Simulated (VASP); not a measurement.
# Hf (Fm-3m) in VASP: a series of runs

Runs on Hf. Level: PBE. Tasks: single point.

All numbers are computed with VASP 6.6.1; they aren't measurements. Logs are shortened: lines on timing, memory, paths and dates and some standing lists are left out, and cuts for length are marked.

## (1) The crystal as given

It takes space group Fm-3m (No. 225, cubic). The conventional cell has a = 4.440 Å, b = 4.440 Å, c = 4.440 Å, α = 90.00°, β = 90.00°, γ = 90.00°. Hf (site symmetry m-3m) has 12 Hf at 3.14 Å as nearest neighbours.

This isn't the form of Hf at room conditions, which is hcp.

## (2) Single point, PBE

The input, INCAR:

```
PREC = Accurate
ENCUT = 520
EDIFF = 1E-7
ISMEAR = -1
SIGMA = 0.03
LREAL = False
LASPH = True
NELM = 100
ALGO = Fast
ISIF = 2
LWAVE = False
LCHARG = False
GGA = PE
NBANDS = 11
```

The input, KPOINTS:

```
Automatic mesh
0
Gamma
  5 5 5
```

The input, POSCAR:

```
Hf
1.0
    0.0000000000      2.2200000000      2.2200000000
    2.2200000000      0.0000000000      2.2200000000
    2.2200000000      2.2200000000      0.0000000000
Hf
1
Direct
    0.0000000000      0.0000000000      0.0000000000
```

Potentials or basis: VASP PAW PBE potentials, release 64 (Hf_pv).

Command:

```
> cat potpaw_PBE.64/Hf_pv/POTCAR > POTCAR
> mpirun -np 1 vasp_std > vasp.out
```

OUTCAR:

```text
PREC = Accurate
   ENCUT = 520
   EDIFF = 1E-7
   ISMEAR = -1
   LREAL = False
   LASPH = True
   NELM = 100
   ISIF = 2
   GGA = PE

 ion  position               nearest neighbor table
   1  0.000  0.000  0.000-

  LATTYP: Found a face centered cubic cell.
 ALAT       =     4.4400000000

  Lattice vectors:

 A1 = (   0.0000000000,   2.2200000000,   2.2200000000)
 A2 = (   2.2200000000,   0.0000000000,   2.2200000000)
 A3 = (   2.2200000000,   2.2200000000,   0.0000000000)

Analysis of symmetry for initial positions (statically):
=====================================================================
 Subroutine PRICEL returns:
 Original cell was already a primitive cell.

 Routine SETGRP: Setting up the symmetry group for a
 face centered cubic supercell.

 Subroutine GETGRP returns: Found 48 space group operations
 (whereof 48 operations were pure point group operations)
 out of a pool of 48 trial point group operations.

The static configuration has the point symmetry O_h .

Analysis of symmetry for dynamics (positions and initial velocities):
=====================================================================
 Subroutine PRICEL returns:
 Original cell was already a primitive cell.

 Routine SETGRP: Setting up the symmetry group for a
 face centered cubic supercell.

 Subroutine GETGRP returns: Found 48 space group operations
 (whereof 48 operations were pure point group operations)
 out of a pool of 48 trial point group operations.

The dynamic configuration has the point symmetry O_h .

 Subroutine INISYM returns: Found 48 space group operations
 (whereof 48 operations are pure point group operations),
 and found     1 'primitive' translations

----------------------------------------------------------------------------------------

                                     Primitive cell

  volume of cell :      21.8821

  direct lattice vectors                    reciprocal lattice vectors
     0.000000000  2.220000000  2.220000000    -0.225225225  0.225225225  0.225225225
     2.220000000  0.000000000  2.220000000     0.225225225 -0.225225225  0.225225225
     2.220000000  2.220000000  0.000000000     0.225225225  0.225225225 -0.225225225

  length of vectors
     3.139554108  3.139554108  3.139554108     0.390101533  0.390101533  0.390101533

  position of ions in fractional coordinates (direct lattice)
     0.000000000  0.000000000  0.000000000

  ion indices of the primitive-cell ions
   primitive index   ion index
                 1           1

----------------------------------------------------------------------------------------

 KPOINTS: Automatic mesh

Automatic generation of k-mesh.
 Grid dimensions read from file:
 generate k-points for:    5    5    5

 Generating k-lattice:

  Cartesian coordinates                     Fractional coordinates (reciprocal lattice)
    -0.045045045  0.045045045  0.045045045     0.200000000  0.000000000  0.000000000
     0.045045045 -0.045045045  0.045045045     0.000000000  0.200000000  0.000000000
     0.045045045  0.045045045 -0.045045045     0.000000000  0.000000000  0.200000000

  Length of vectors
     0.078020307  0.078020307  0.078020307

  Shift w.r.t. Gamma in fractional coordinates (k-lattice)
     0.000000000  0.000000000  0.000000000

 Subroutine IBZKPT returns following result:
 ===========================================

 Found     10 irreducible k-points:

 Following reciprocal coordinates:
            Coordinates               Weight
  0.000000  0.000000  0.000000      1.000000
  0.200000  0.000000  0.000000      8.000000
  0.400000  0.000000  0.000000      8.000000
  0.200000  0.200000  0.000000      6.000000
  0.400000  0.200000  0.000000     24.000000
 -0.400000  0.200000  0.000000     24.000000
 -0.200000  0.200000  0.000000     12.000000
  0.400000  0.400000  0.000000      6.000000
 -0.400000  0.400000  0.000000     12.000000
 -0.400000  0.400000  0.200000     24.000000
   k-points           NKPTS =     10   k-points in BZ     NKDIM =     10   number of bands    NBANDS=     11
   number of dos      NEDOS =    301   number of ions     NIONS =      1
   total plane-waves  NPLWV =  13824
   dimension x,y,z NGX =    24 NGY =   24 NGZ =   24
   dimension x,y,z NGXF=    48 NGYF=   48 NGZF=   48
   ions per type =               1
   NGX,Y,Z   is equivalent  to a cutoff of  12.71, 12.71, 12.71 a.u.
   NGXF,Y,Z  is equivalent  to a cutoff of  25.42, 25.42, 25.42 a.u.
 SYSTEM =  unknown system
   PREC   = accura    normal or accurate (medium, high low for compatibility)
   ISTART =      0    job   : 0-new  1-cont  2-samecut
   ICHARG =      2    charge: 1-file 2-atom 10-const
   ISPIN  =      1    spin polarized calculation?
   LNONCOLLINEAR =      F non collinear calculations
   LSORBIT =      F    spin-orbit coupling
   LASPH  =      T    aspherical Exc in radial PAW
   ENCUT  =  520.0 eV  38.22 Ry    6.18 a.u.   5.84  5.84  5.84*2*pi/ulx,y,z
   NELM   =    100;   NELMIN=  2; NELMDL= -5     # of ELM steps
   EDIFF  = 0.1E-06   stopping-criterion for ELM
   LREAL  =      F    real-space projection
   EDIFFG = 0.1E-05   stopping-criterion for IOM
   NSW    =      0    number of steps for IOM
   IBRION =     -1    ionic relax: 0-MD 1-quasi-New 2-CG
   NFREE  =      0    steps in history (QN), initial steepest desc. (CG)
   ISIF   =      2    stress and relaxation
   ISYM   =      2    0-nonsym 1-usesym 2-fastsym
   POTIM  = 0.5000    time-step for ionic-motion
   TEBEG  =    0.0;   TEEND  =   0.0 temperature during run
   PSTRESS=    0.0 pullay stress
   NELECT =      10.0000    total number of electrons
   NUPDOWN=      -1.0000    fix difference up-down
   EMIN   =  10.00;   EMAX   =-10.00  energy-range for DOS
   EFERMI =   0.00;   METHOD = LEGACY
   ISMEAR =    -1;   SIGMA  =   0.03  broadening in eV -4-tet -1-fermi 0-gaus
   EFERMI_NEDOS =   21; number of points for ismear=-14 and -15
   IALGO  =     68    algorithm
   IMIX   =      4    mixing-type and parameters
     AMIX     =   0.40;   BMIX     =  1.00
     AMIX_MAG =   1.60;   BMIX_MAG =  1.00
  volume/ion in A,a.u.               =      21.88       147.67
  Fermi-wavevector in a.u.,A,eV,Ry     =   1.260991  2.382927 21.634588  1.590097
  Thomas-Fermi vector in A             =   2.394472
   LORBIT       =      0    0 simple, 1 ext, 2 COOP (PROOUT), +10 PAW based schemes
   GGA     = PE    functional components
   LHFCALC =     F    Hartree Fock is set to
   AEXX    =    0.0000 exact exchange contribution
   IVDW    =     0    specifies the selected vdW correction
   LEPSILON=     F    determine dielectric tensor
   LRPA    =     F    only Hartree local field effects (RPA)
 non-spin polarized calculation
 RMM-DIIS sequential band-by-band and
  energy-cutoff  :      520.00
  volume of cell :       21.88
 maximum number of plane-waves:       609
   NGX = 11   NGY = 11   NGZ = 11

 number of electron      10.0000000 magnetization

 Free energy of the ion-electron system (eV)
  ---------------------------------------------------
  ext. energy  EPLUGINS =         0.00000000
  ---------------------------------------------------
  free energy    TOTEN  =        -9.90107680 eV

  energy without entropy =       -9.89626671  energy(sigma->0) =       -9.89867175

 E-fermi :   4.6293     XC(G=0): -11.3873

 val. band max:        4.5798539346   @ k =  -0.2000   0.2000   0.0000
 cond. band min:       4.6694273948   @ k =   0.2000   0.2000   0.0000
 fundamental gap:      0.0895734602
 Fermi energy:         4.6292676463

 k-point     1 :       0.0000    0.0000    0.0000
  band No.  band energies     occupation
      1     -25.0387      2.00000
      2     -25.0387      2.00000
      3     -25.0387      2.00000
      4      -2.3896      2.00000
      5       6.3113      0.00000
      6       6.3113      0.00000
      7       6.3113      0.00000
      8       9.1775      0.00000
      9       9.1775      0.00000
     10      16.2878      0.00000
     11      18.0228      0.00000

 k-point     2 :       0.2000    0.0000    0.0000
  band No.  band energies     occupation
      1     -25.3548      2.00000
      2     -25.0791      2.00000
      3     -25.0791      2.00000
      4      -1.0759      2.00000
      5       5.2833      0.00000
      6       6.7090      0.00000
      7       6.7090      0.00000
      8       8.9165      0.00000
      9       8.9165      0.00000
     10      17.0813      0.00000
     11      19.2506      0.00000

 k-point     3 :       0.4000    0.0000    0.0000
  band No.  band energies     occupation
      1     -25.8343      2.00000
      2     -25.1437      2.00000
      3     -25.1437      2.00000
      4       0.9710      2.00000
      5       5.1634      0.00000
      6       6.2121      0.00000
      7       6.2121      0.00000
      8      10.7591      0.00000
      9      10.7591      0.00000
     10      14.8536      0.00000
     11      17.0959      0.00000

 k-point     4 :       0.2000    0.2000    0.0000
  band No.  band energies     occupation
      1     -25.3442      2.00000
      2     -25.1487      2.00000
      3     -25.1487      2.00000
      4      -0.6379      2.00000
      5       4.6694      0.41546
      6       7.0188      0.00000
      7       7.4305      0.00000
      8       7.4305      0.00000
      9       9.8315      0.00000
     10      18.0208      0.00000
     11      19.8022      0.00000

 k-point     5 :       0.4000    0.2000    0.0000
  band No.  band energies     occupation
      1     -25.6905      2.00000
      2     -25.2603      2.00000
      3     -25.2219      2.00000
      4       1.4282      2.00000
      5       3.9985      2.00000
      6       5.4465      0.00000
      7       7.6126      0.00000
      8      10.0048      0.00000
      9      11.1809      0.00000
     10      16.2720      0.00000
     11      19.3842      0.00000

 k-point     6 :      -0.4000    0.2000    0.0000
  band No.  band energies     occupation
      1     -25.7988      2.00000
      2     -25.3767      2.00000
      3     -25.1986      2.00000
      4       2.3678      2.00000
      5       4.2226      2.00000
      6       5.3907      0.00000
      7       7.1157      0.00000
      8      10.5816      0.00000
      9      12.1655      0.00000
     10      14.3699      0.00000
     11      18.6547      0.00000

 k-point     7 :      -0.2000    0.2000    0.0000
  band No.  band energies     occupation
      1     -25.5813      2.00000
      2     -25.2836      2.00000
      3     -25.1106      2.00000
      4       0.7625      2.00000
      5       4.5799      1.67700
      6       5.7338      0.00000
      7       7.5054      0.00000
      8       7.9702      0.00000
      9      11.2384      0.00000
     10      17.2844      0.00000
     11      18.0431      0.00000

 k-point     8 :       0.4000    0.4000    0.0000
  band No.  band energies     occupation
      1     -25.7870      2.00000
      2     -25.3231      2.00000
      3     -25.3231      2.00000
      4       1.5502      2.00000
      5       2.9315      2.00000
      6       6.6005      0.00000
      7      10.6107      0.00000
      8      10.6107      0.00000
      9      11.1119      0.00000
     10      16.8121      0.00000
     11      16.8123      0.00000

 k-point     9 :      -0.4000    0.4000    0.0000
  band No.  band energies     occupation
      1     -25.7658      2.00000
      2     -25.4881      2.00000
      3     -25.3090      2.00000
      4       2.2698      2.00000
      5       3.2348      2.00000
      6       6.2154      0.00000
      7       9.5011      0.00000
      8      11.3207      0.00000
      9      12.1968      0.00000
     10      14.0743      0.00000
     11      17.4993      0.00000

 k-point    10 :      -0.4000    0.4000    0.2000
  band No.  band energies     occupation
      1     -25.6995      2.00000
      2     -25.4960      2.00000
      3     -25.3007      2.00000
      4       2.9504      2.00000
      5       3.9964      2.00000
      6       4.4990      1.97430
      7       8.2215      0.00000
      8      10.7272      0.00000
      9      12.6834      0.00000
     10      15.3800      0.00000
     11      16.5798      0.00000

------------------------ aborting loop because EDIFF is reached ----------------------------------------

  FORCE on cell =-STRESS in cart. coord.  units (eV):
  Direction    XX          YY          ZZ          XY          YZ          ZX
  --------------------------------------------------------------------------------------
  -------------------------------------------------------------------------------------
  Total        0.3864572      0.3864572      0.3864572      0.0000000      0.0000000     -0.0000000
  in kB       28.2958683     28.2958683     28.2958683      0.0000000      0.0000000     -0.0000000
  external PRESSURE =      28.2958683 kB  Pullay stress =       0.0000000 kB

 VOLUME and BASIS-vectors are now :
 -----------------------------------------------------------------------------
  energy-cutoff  :      520.00
  volume of cell :       21.88
      direct lattice vectors                 reciprocal lattice vectors
     0.000000000  2.220000000  2.220000000    -0.225225225  0.225225225  0.225225225
     2.220000000  0.000000000  2.220000000     0.225225225 -0.225225225  0.225225225
     2.220000000  2.220000000  0.000000000     0.225225225  0.225225225 -0.225225225

 POSITION                                       TOTAL-FORCE (eV/Angst)
 -----------------------------------------------------------------------------------
      0.00000      0.00000      0.00000        -0.000000      0.000000      0.000000
 -----------------------------------------------------------------------------------
    total drift:                                0.000000     -0.000000     -0.000000

  FREE ENERGIE OF THE ION-ELECTRON SYSTEM (eV)
  ---------------------------------------------------
  free  energy   TOTEN  =        -9.9010768002 eV

  energy  without entropy=       -9.8962667091  energy(sigma->0) =       -9.89867175
```

It took 2.4 s on 1 thread of Intel Xeon 6975P-C (Granite Rapids), shared host; peak memory 0.13 GiB.

What came out:

```
Free energy            : -9.9011 eV
Pressure               : 2.8 GPa
Band gap on the k mesh : none (metal or under the smearing width)
```

Levels at points of the mesh, in eV from the Fermi level:
```tsv
k point	band 3	band 4	band 5	band 6	band 7	band 8
(0.00, 0.00, 0.00)	-29.67	-7.02	1.68	1.68	1.68	4.55
```

Caveat: the k mesh is coarse (spacing up to 0.49 Å⁻¹), so the values aren't converged.

## (3) Single point, PBE (equal xy, yz and zx shear strains of +1 %)

The input, INCAR:

```
SYSTEM = Hf
PREC = Accurate
ENCUT = 520
EDIFF = 1E-7
ISMEAR = -1
SIGMA = 0.03
LREAL = .FALSE.
LASPH = .TRUE.
NELM = 100
ALGO = Fast
ISIF = 2
LWAVE = .FALSE.
LCHARG = .FALSE.
GGA = PE
NBANDS = 11
```

The input, KPOINTS:

```
regular mesh
0
G
  16 16 16
  0 0 0
```

The input, POSCAR:

```
Hf
1.0
    0.0222000000      2.2311000000      2.2311000000
    2.2311000000      0.0222000000      2.2311000000
    2.2311000000      2.2311000000      0.0222000000
Hf
1
Direct
    0.0000000000      0.0000000000      0.0000000000
```

Potentials or basis: VASP PAW PBE potentials, release 64 (Hf_pv).

Command:

```
> cat potpaw_PBE.64/Hf_pv/POTCAR > POTCAR
> mpirun -np 1 vasp_std > vasp.out
```

OUTCAR:

```text
SYSTEM = Hf
   PREC = Accurate
   ENCUT = 520
   EDIFF = 1E-7
   ISMEAR = -1
   LREAL = .FALSE.
   LASPH = .TRUE.
   NELM = 100
   ISIF = 2
   GGA = PE

 ion  position               nearest neighbor table
   1  0.000  0.000  0.000-

  LATTYP: Found a trigonal (rhomboedric) cell.
 ALAT       =     3.1553299764
 COS(alpha) =     0.5099250056

  Lattice vectors:

 A1 = (   0.0222000000,   2.2311000000,   2.2311000000)
 A2 = (   2.2311000000,   0.0222000000,   2.2311000000)
 A3 = (   2.2311000000,   2.2311000000,   0.0222000000)

[... 515 lines left out ...]

 [... further k-points ...]

------------------------ aborting loop because EDIFF is reached ----------------------------------------

  FORCE on cell =-STRESS in cart. coord.  units (eV):
  Direction    XX          YY          ZZ          XY          YZ          ZX
  --------------------------------------------------------------------------------------
  -------------------------------------------------------------------------------------
  Total        0.3724086      0.3724086      0.3724086     -0.0851291     -0.0851291     -0.0851291
  in kB       27.2692888     27.2692888     27.2692888     -6.2335046     -6.2335046     -6.2335046
  external PRESSURE =      27.2692888 kB  Pullay stress =       0.0000000 kB

 VOLUME and BASIS-vectors are now :
 -----------------------------------------------------------------------------
  energy-cutoff  :      520.00
  volume of cell :       21.88
      direct lattice vectors                 reciprocal lattice vectors
     0.022200000  2.231100000  2.231100000    -0.227477590  0.225236431  0.225236431
     2.231100000  0.022200000  2.231100000     0.225236431 -0.227477590  0.225236431
     2.231100000  2.231100000  0.022200000     0.225236431  0.225236431 -0.227477590

 POSITION                                       TOTAL-FORCE (eV/Angst)
 -----------------------------------------------------------------------------------
      0.00000      0.00000      0.00000        -0.000000      0.000000      0.000000
 -----------------------------------------------------------------------------------
    total drift:                                0.000000      0.000000     -0.000000

  FREE ENERGIE OF THE ION-ELECTRON SYSTEM (eV)
  ---------------------------------------------------
  free  energy   TOTEN  =        -9.8469429341 eV

  energy  without entropy=       -9.8413140781  energy(sigma->0) =       -9.84412851
```

It took 32 s on 1 thread of Intel Xeon 6975P-C (Granite Rapids), shared host; peak memory 0.21 GiB.

What came out:

| Quantity | Value |
| --- | --- |
| Free energy | -9.8469 eV |
| Pressure | 2.7 GPa |
| Band gap on the k mesh | none (metal or under the smearing width) |

Stress tensor (GPa, compression positive):
```
 2.73 -0.62 -0.62
-0.62  2.73 -0.62
-0.62 -0.62  2.73
```

## (4) Single point, PBE

The input, INCAR:

```
SYSTEM = Hf
PREC = Accurate ; ENCUT = 520
EDIFF = 1E-6 ; ISMEAR = -1
SIGMA = 0.03 ; LREAL = .FALSE.
LASPH = .TRUE. ; NELM = 100
ALGO = Normal ; ISIF = 2
LWAVE = .FALSE. ; LCHARG = .FALSE.
GGA = PE ; NBANDS = 11
```

The input, KPOINTS:

```
regular mesh
0
G
  22 22 22
  0 0 0
```

The input, POSCAR:

```
Hf
1.0
    0.0000000000      2.2200000000      2.2200000000
    2.2200000000      0.0000000000      2.2200000000
    2.2200000000      2.2200000000      0.0000000000
Hf
1
Direct
    0.0000000000      0.0000000000      0.0000000000
```

Command:

```
> cat potpaw_PBE.64/Hf_pv/POTCAR > POTCAR
> mpirun -np 1 vasp_std > vasp.out
```

It took 20 s on 1 thread of Intel Xeon 6975P-C (Granite Rapids), shared host; peak memory 0.2 GiB.

Results (log left out):

```yaml
Free_energy: -9.8503 eV
Pressure: 2.7 GPa
Band_gap_on_the_k_mesh: none (metal or under the smearing width)
```

Levels at points of the mesh, in eV from the Fermi level:
```csv
k point,band 1,band 2,band 3,band 4,band 5,band 6,band 7,band 8,band 9,band 10
"(0.00, 0.00, 0.00)",-29.93,-29.93,-29.93,-7.28,1.42,1.42,1.42,4.29,4.29,11.40
"(0.50, 0.00, 0.00)",-30.80,-30.04,-30.04,-3.69,0.66,1.19,1.19,6.47,6.47,9.67
"(0.50, 0.50, 0.00)",-30.74,-30.24,-30.24,-3.34,-2.20,2.65,6.49,7.11,7.11,10.10
```

## (5) Overview

```csv
cell,k mesh,mesh quality,gap on the mesh (eV),pressure (GPa)
as given,5 × 5 × 5,coarse,none,2.8
"equal xy, yz and zx shear strains of +1 %",16 × 16 × 16,not flagged,none,2.7
as given,22 × 22 × 22,not flagged,none,2.7
```

Alike in all rows: task single point; level PBE; potentials or basis VASP PAW PBE potentials, release 64 (Hf_pv); no spin polarisation; cutoff (eV) 520; smearing fermi-dirac 0.03 eV.

Caveats: some runs use coarse meshes.

Absolute energies hang on the potentials; compare differences alone.
